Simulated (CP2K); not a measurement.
WC:

```
CELL_PARAMETERS angstrom
3.10092 0.00000 0.00000
1.55046 2.68548 0.00000
1.55046 0.89516 2.53189
ATOMIC_POSITIONS crystal
W 0.00000 0.00000 0.00000
C 0.50000 0.50000 0.50000
```

Measurements of this composition are mostly on another form, of space group No. 187.

Base run:

```yaml
Program: CP2K 2026.2
Functional: SCAN
Potentials_or_basis: POTENTIAL_UZH W GTH-SCAN-q14, C GTH-SCAN-q4; TZVP-MOLOPT-SCAN-GTH basis
Density_cutoff: 9184 eV
k_mesh: 10 × 10 × 10
Occupations: fermi-dirac, width 0.01 eV
Spin: no spin polarisation
```

Its results: band gap on the k mesh none (metal or under the smearing width); pressure -12.0 GPa.

The run is repeated on the same cell with these changes: functional from SCAN to r2SCAN. What comes out?

Band gap on the k mesh none (metal or under the smearing width); pressure -10.1 GPa.

Caveats: the basis of atomic orbitals isn't converged, which shifts pressures, moduli and gaps.

Not every run made on this cell is shown here.
